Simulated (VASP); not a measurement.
# Li2O (Fm-3m) in VASP: band structure with PBE

Aim: the band structure of Li2O with PBE.

Everything below comes from runs of VASP 6.6.1. Logs are shortened: lines on timing, memory, paths and dates and some standing lists are left out, and cuts for length are marked.

## (1) Starting point

It takes space group Fm-3m (No. 225, cubic). Conventional cell: a = 4.600 Å, b = 4.600 Å, c = 4.600 Å, α = 90.00°, β = 90.00°, γ = 90.00°. O (site symmetry m-3m) has 8 Li at 1.99 Å as nearest neighbours. Li (site symmetry -43m) is surrounded by 4 O at 1.99 Å.

The cell was built by a generator and needn't be a form met in nature.

## (2) Band structure, PBE

Contents of POSCAR:

```
Li2O
1.0
    0.0000000000      2.3000000000      2.3000000000
    2.3000000000      0.0000000000      2.3000000000
    2.3000000000      2.3000000000      0.0000000000
O Li
1 2
Direct
    0.0000000000      0.0000000000      0.0000000000
    0.2500000000      0.2500000000      0.2500000000
    0.7500000000      0.7500000000      0.7500000000
```

Contents of INCAR.step1:

```
ALGO = Normal ; EDIFF = 1E-7
ENCUT = 520 ; GGA = PE
ISIF = 2 ; ISMEAR = 0
LASPH = T ; LCHARG = T
LREAL = F ; LWAVE = F
NBANDS = 13 ; NELM = 100
PREC = Accurate ; SIGMA = 0.02
```

Contents of KPOINTS.step1:

```
k-points
0
Gamma
  10 10 10
```

Contents of INCAR.step2:

```
ALGO = Normal ; EDIFF = 1E-7
ENCUT = 520 ; GGA = PE
ICHARG = 11 ; ISIF = 2
ISMEAR = 0 ; LASPH = T
LCHARG = F ; LREAL = F
LWAVE = F ; NBANDS = 13
NELM = 100 ; PREC = Accurate
SIGMA = 0.05
```

Contents of KPOINTS.step2:

```
path GXWKGLUWLK,UX
10
line-mode
reciprocal
 0.0000000000  0.0000000000  0.0000000000  G
 0.5000000000  0.0000000000  0.5000000000  X

 0.5000000000  0.0000000000  0.5000000000  X
 0.5000000000  0.2500000000  0.7500000000  W

 0.5000000000  0.2500000000  0.7500000000  W
 0.3750000000  0.3750000000  0.7500000000  K

 0.3750000000  0.3750000000  0.7500000000  K
 0.0000000000  0.0000000000  0.0000000000  G

 0.0000000000  0.0000000000  0.0000000000  G
 0.5000000000  0.5000000000  0.5000000000  L

 0.5000000000  0.5000000000  0.5000000000  L
 0.6250000000  0.2500000000  0.6250000000  U

 0.6250000000  0.2500000000  0.6250000000  U
 0.5000000000  0.2500000000  0.7500000000  W

 0.5000000000  0.2500000000  0.7500000000  W
 0.5000000000  0.5000000000  0.5000000000  L

 0.5000000000  0.5000000000  0.5000000000  L
 0.3750000000  0.3750000000  0.7500000000  K

 0.6250000000  0.2500000000  0.6250000000  U
 0.5000000000  0.0000000000  0.5000000000  X
```

Potentials or basis: VASP PAW PBE potentials, release 64 (O, Li_sv).

Launch:

```sh
cat potpaw_PBE.64/O/POTCAR potpaw_PBE.64/Li_sv/POTCAR > POTCAR
cp INCAR.step1 INCAR
cp KPOINTS.step1 KPOINTS
mpirun -np 1 vasp_std > vasp.out
cp INCAR.step2 INCAR
cp KPOINTS.step2 KPOINTS
mpirun -np 1 vasp_std > vasp.out
```

OUTCAR:

```text
EDIFF = 1E-7
   ENCUT = 520
   GGA = PE
   ICHARG = 11
   ISIF = 2
   ISMEAR = 0
   LASPH = T
   LREAL = F
   NELM = 100
   PREC = Accurate

 ion  position               nearest neighbor table
   1  0.000  0.000  0.000-   3 1.99   3 1.99   3 1.99   2 1.99   3 1.99   2 1.99   2 1.99   2 1.99

   2  0.250  0.250  0.250-   1 1.99   1 1.99   1 1.99   1 1.99   3 2.30   3 2.30   3 2.30   3 2.30
                             3 2.30   3 2.30
   3  0.750  0.750  0.750-   1 1.99   1 1.99   1 1.99   1 1.99   2 2.30   2 2.30   2 2.30   2 2.30
                             2 2.30   2 2.30

  LATTYP: Found a face centered cubic cell.
 ALAT       =     4.6000000000

  Lattice vectors:

 A1 = (   0.0000000000,   2.3000000000,   2.3000000000)
 A2 = (   2.3000000000,   0.0000000000,   2.3000000000)
 A3 = (   2.3000000000,   2.3000000000,   0.0000000000)

Analysis of symmetry for initial positions (statically):
=====================================================================
 Subroutine PRICEL returns:
 Original cell was already a primitive cell.

 Routine SETGRP: Setting up the symmetry group for a
 face centered cubic supercell.

 Subroutine GETGRP returns: Found 48 space group operations
 (whereof 48 operations were pure point group operations)
 out of a pool of 48 trial point group operations.

The static configuration has the point symmetry O_h .

Analysis of symmetry for dynamics (positions and initial velocities):
=====================================================================
 Subroutine PRICEL returns:
 Original cell was already a primitive cell.

 Routine SETGRP: Setting up the symmetry group for a
 face centered cubic supercell.

 Subroutine GETGRP returns: Found 48 space group operations
 (whereof 48 operations were pure point group operations)
 out of a pool of 48 trial point group operations.

The dynamic configuration has the point symmetry O_h .

 Subroutine INISYM returns: Found 48 space group operations
 (whereof 48 operations are pure point group operations),
 and found     1 'primitive' translations

----------------------------------------------------------------------------------------

                                     Primitive cell

  volume of cell :      24.3340

  direct lattice vectors                    reciprocal lattice vectors
     0.000000000  2.300000000  2.300000000    -0.217391304  0.217391304  0.217391304
     2.300000000  0.000000000  2.300000000     0.217391304 -0.217391304  0.217391304
     2.300000000  2.300000000  0.000000000     0.217391304  0.217391304 -0.217391304

  length of vectors
     3.252691193  3.252691193  3.252691193     0.376532784  0.376532784  0.376532784

  position of ions in fractional coordinates (direct lattice)
     0.000000000  0.000000000  0.000000000
     0.250000000  0.250000000  0.250000000
     0.750000000  0.750000000  0.750000000

  ion indices of the primitive-cell ions
   primitive index   ion index
                 1           1
                 2           2
                 3           3

----------------------------------------------------------------------------------------

 KPOINTS: path GXWKGLUWLK,UX

Interpolating k-points between supplied coordinates.

 Line segments in fractional coordinates (reciprocal lattice):
    0.000000  0.000000  0.000000  ...  0.500000  0.000000  0.500000
    0.500000  0.000000  0.500000  ...  0.500000  0.250000  0.750000
    0.500000  0.250000  0.750000  ...  0.375000  0.375000  0.750000
    0.375000  0.375000  0.750000  ...  0.000000  0.000000  0.000000
    0.000000  0.000000  0.000000  ...  0.500000  0.500000  0.500000
    0.500000  0.500000  0.500000  ...  0.625000  0.250000  0.625000
    0.625000  0.250000  0.625000  ...  0.500000  0.250000  0.750000
    0.500000  0.250000  0.750000  ...  0.500000  0.500000  0.500000
    0.500000  0.500000  0.500000  ...  0.375000  0.375000  0.750000
    0.625000  0.250000  0.625000  ...  0.500000  0.000000  0.500000

 Generated    10 points on each line segment, for a total of    100 k-points:

 Following reciprocal coordinates:
            Coordinates               Weight
  0.000000  0.000000  0.000000      0.010000
  0.055556  0.000000  0.055556      0.010000
  0.111111  0.000000  0.111111      0.010000
  0.166667  0.000000  0.166667      0.010000
  0.222222  0.000000  0.222222      0.010000
  0.277778  0.000000  0.277778      0.010000
[... 16 lines left out ...]
  0.472222  0.277778  0.750000      0.010000
  0.458333  0.291667  0.750000      0.010000
 [... further k-points ...]
   k-points           NKPTS =    100   k-points in BZ     NKDIM =    100   number of bands    NBANDS=     13
   number of dos      NEDOS =    301   number of ions     NIONS =      3
   total plane-waves  NPLWV =  13824
   dimension x,y,z NGX =    24 NGY =   24 NGZ =   24
   dimension x,y,z NGXF=    48 NGYF=   48 NGZF=   48
   ions per type =               1   2
   NGX,Y,Z   is equivalent  to a cutoff of  12.27, 12.27, 12.27 a.u.
   NGXF,Y,Z  is equivalent  to a cutoff of  24.53, 24.53, 24.53 a.u.
 SYSTEM =  unknown system
   PREC   = accura    normal or accurate (medium, high low for compatibility)
   ISTART =      0    job   : 0-new  1-cont  2-samecut
   ICHARG =     11    charge: 1-file 2-atom 10-const
   ISPIN  =      1    spin polarized calculation?
   LNONCOLLINEAR =      F non collinear calculations
   LSORBIT =      F    spin-orbit coupling
   LASPH  =      T    aspherical Exc in radial PAW
   ENCUT  =  520.0 eV  38.22 Ry    6.18 a.u.   6.05  6.05  6.05*2*pi/ulx,y,z
   NELM   =    100;   NELMIN=  2; NELMDL=  0     # of ELM steps
   EDIFF  = 0.1E-06   stopping-criterion for ELM
   LREAL  =      F    real-space projection
   EDIFFG = 0.1E-05   stopping-criterion for IOM
   NSW    =      0    number of steps for IOM
   IBRION =     -1    ionic relax: 0-MD 1-quasi-New 2-CG
   NFREE  =      0    steps in history (QN), initial steepest desc. (CG)
   ISIF   =      2    stress and relaxation
   ISYM   =      2    0-nonsym 1-usesym 2-fastsym
   POTIM  = 0.5000    time-step for ionic-motion
   TEBEG  =    0.0;   TEEND  =   0.0 temperature during run
   PSTRESS=    0.0 pullay stress
   NELECT =      12.0000    total number of electrons
   NUPDOWN=      -1.0000    fix difference up-down
   EMIN   =  10.00;   EMAX   =-10.00  energy-range for DOS
   EFERMI =   0.00;   METHOD = LEGACY
   ISMEAR =     0;   SIGMA  =   0.05  broadening in eV -4-tet -1-fermi 0-gaus
   EFERMI_NEDOS =   21; number of points for ismear=-14 and -15
   IALGO  =     38    algorithm
   IMIX   =      4    mixing-type and parameters
     AMIX     =   0.40;   BMIX     =  1.00
     AMIX_MAG =   1.60;   BMIX_MAG =  1.00
  volume/ion in A,a.u.               =       8.11        54.74
  Fermi-wavevector in a.u.,A,eV,Ry     =   1.293394  2.444160 22.760741  1.672867
  Thomas-Fermi vector in A             =   2.425042
   LORBIT       =      0    0 simple, 1 ext, 2 COOP (PROOUT), +10 PAW based schemes
   GGA     = PE    functional components
   LHFCALC =     F    Hartree Fock is set to
   AEXX    =    0.0000 exact exchange contribution
   IVDW    =     0    specifies the selected vdW correction
   LEPSILON=     F    determine dielectric tensor
   LRPA    =     F    only Hartree local field effects (RPA)
 non-spin polarized calculation
 Gauss-broadening in eV      SIGMA  =   0.05
  energy-cutoff  :      520.00
  volume of cell :       24.33
 maximum number of plane-waves:       670

 number of electron      11.9999979 magnetization

 Free energy of the ion-electron system (eV)
  ---------------------------------------------------
  ext. energy  EPLUGINS =         0.00000000
  ---------------------------------------------------
  free energy    TOTEN  =       -14.56078647 eV

  energy without entropy =      -14.56078647  energy(sigma->0) =      -14.56078647

 E-fermi :   1.6992     XC(G=0):  -9.8055

 val. band max:        1.4085903855   @ k =   0.0000   0.0000   0.0000
 cond. band min:       6.4053603563   @ k =   0.5000   0.0000   0.5000
 fundamental gap:      4.9967699708
 Fermi energy:         1.6991869833

 k-point     1 :       0.0000    0.0000    0.0000
  band No.  band energies     occupation
      1     -41.5612      2.00000
      2     -41.2170      2.00000
      3     -14.0606      2.00000
      4       1.4086      2.00000
      5       1.4086      2.00000
      6       1.4086      2.00000
      7       6.7783      0.00000
      8      13.4144      0.00000
      9      13.4144      0.00000
     10      13.4145      0.00000
     11      20.5375      0.00000
     12      20.5375      0.00000
     13      20.5375      0.00000

 k-point     2 :       0.0556    0.0000    0.0556
  band No.  band energies     occupation
      1     -41.5571      2.00000
      2     -41.2200      2.00000
      3     -14.0524      2.00000
      4       1.3176      2.00000
      5       1.3599      2.00000
      6       1.3599      2.00000
      7       6.8930      0.00000
      8      13.4440      0.00000
      9      13.4441      0.00000
     10      13.5045      0.00000
     11      19.3969      0.00000
     12      20.7480      0.00000
     13      20.7480      0.00000

 k-point     3 :       0.1111    0.0000    0.1111
  band No.  band energies     occupation
      1     -41.5455      2.00000
      2     -41.2287      2.00000
      3     -14.0290      2.00000
      4       1.0820      2.00000
      5       1.2222      2.00000
      6       1.2222      2.00000
      7       7.1722      0.00000
      8      13.5367      0.00000
      9      13.5367      0.00000
     10      13.7700      0.00000
     11      17.7916      0.00000
     12      21.3572      0.00000
     13      21.3573      0.00000
[... 305 lines left out ...]
 k-point    23 :       0.4722    0.2778    0.7500
  band No.  band energies     occupation
      1     -41.3793      2.00000
      2     -41.3616      2.00000
      3     -13.7776      2.00000
      4      -0.4778      2.00000
      5      -0.1043      2.00000
      6      -0.0181      2.00000
      7       8.5370      0.00000
      8      12.0526      0.00000
      9      15.5280      0.00000
     10      15.7599      0.00000
     11      19.2167      0.00000
     12      20.2039      0.00000
     13      24.5150      0.00000

 k-point    24 :       0.4583    0.2917    0.7500
  band No.  band energies     occupation
      1     -41.3831      2.00000
      2     -41.3580      2.00000
      3     -13.7787      2.00000
      4      -0.5107      2.00000
      5      -0.1079      2.00000
      6       0.0440      2.00000
      7       8.4460      0.00000
      8      12.1966      0.00000
      9      15.4342      0.00000
     10      15.7968      0.00000
     11      18.9996      0.00000
     12      20.4140      0.00000
     13      24.3496      0.00000

 [... further k-points ...]

------------------------ aborting loop because EDIFF is reached ----------------------------------------

  FORCE on cell =-STRESS in cart. coord.  units (eV):
  Direction    XX          YY          ZZ          XY          YZ          ZX
  --------------------------------------------------------------------------------------
  -------------------------------------------------------------------------------------
  Total       -0.3201631     -0.3201631     -0.3201631     -0.0000000     -0.0000000     -0.0000000
  in kB      -21.0798921    -21.0798921    -21.0798921     -0.0000000     -0.0000000     -0.0000000
  external PRESSURE =     -21.0798921 kB  Pullay stress =       0.0000000 kB

 VOLUME and BASIS-vectors are now :
 -----------------------------------------------------------------------------
  energy-cutoff  :      520.00
  volume of cell :       24.33
      direct lattice vectors                 reciprocal lattice vectors
     0.000000000  2.300000000  2.300000000    -0.217391304  0.217391304  0.217391304
     2.300000000  0.000000000  2.300000000     0.217391304 -0.217391304  0.217391304
     2.300000000  2.300000000  0.000000000     0.217391304  0.217391304 -0.217391304

 POSITION                                       TOTAL-FORCE (eV/Angst)
 -----------------------------------------------------------------------------------
      0.00000      0.00000      0.00000        -0.000000      0.000000     -0.000000
      1.15000      1.15000      1.15000        -0.000000     -0.000000     -0.000000
      3.45000      3.45000      3.45000         0.000000      0.000000      0.000000
 -----------------------------------------------------------------------------------
    total drift:                               -0.000000      0.000000      0.000000

  FREE ENERGIE OF THE ION-ELECTRON SYSTEM (eV)
  ---------------------------------------------------
  free  energy   TOTEN  =       -14.5607864655 eV

  energy  without entropy=      -14.5607864655  energy(sigma->0) =      -14.56078647
```

Run time: 17 s. Hardware: 1 thread of Intel Xeon Platinum 8488C (Sapphire Rapids), shared host; peak memory 0.15 GiB.

Results:

| Quantity | Value |
| --- | --- |
| Band gap on the k mesh | 5.00 eV, indirect (least direct gap 5.37 eV) |
| Band gap along the path | 5.00 eV, indirect (least direct gap 5.37 eV) |

Levels at the corners of the path, in eV from the valence-band top:
```tsv
point	band 3	band 4	band 5	band 6	band 7	band 8	band 9	band 10
Γ	-15.47	0.00	0.00	0.00	5.37	12.01	12.01	12.01
X	-15.20	-1.60	-1.40	-1.40	5.00	13.66	13.66	14.90
X	-15.20	-1.60	-1.40	-1.40	5.00	13.66	13.66	14.90
W	-15.18	-1.85	-1.50	-1.50	7.21	10.52	14.26	14.26
W	-15.18	-1.85	-1.50	-1.50	7.21	10.52	14.26	14.26
K	-15.19	-2.04	-1.52	-1.10	6.59	11.72	13.41	14.49
K	-15.19	-2.04	-1.52	-1.10	6.59	11.72	13.41	14.49
Γ	-15.47	0.00	0.00	0.00	5.37	12.01	12.01	12.01
Γ	-15.47	0.00	0.00	0.00	5.37	12.01	12.01	12.01
L	-15.24	-2.80	-0.45	-0.45	9.29	9.95	12.13	12.13
L	-15.24	-2.80	-0.45	-0.45	9.29	9.95	12.13	12.13
U	-15.19	-2.04	-1.52	-1.10	6.59	11.72	13.41	14.49
U	-15.19	-2.04	-1.52	-1.10	6.59	11.72	13.41	14.49
W	-15.18	-1.85	-1.50	-1.50	7.21	10.52	14.26	14.26
W	-15.18	-1.85	-1.50	-1.50	7.21	10.52	14.26	14.26
L	-15.24	-2.80	-0.45	-0.45	9.29	9.95	12.13	12.13
L	-15.24	-2.80	-0.45	-0.45	9.29	9.95	12.13	12.13
K	-15.19	-2.04	-1.52	-1.10	6.59	11.72	13.41	14.49
U	-15.19	-2.04	-1.52	-1.10	6.59	11.72	13.41	14.49
X	-15.20	-1.60	-1.40	-1.40	5.00	13.66	13.66	14.90
```

Caveat: the cutoff is under 1.25 times the usual one of these potentials, so pressure, stress and relaxed cells hold a basis-set (Pulay) error; the log is that of the step along the path at fixed density, whose energy, stress, charges and moments have no meaning.
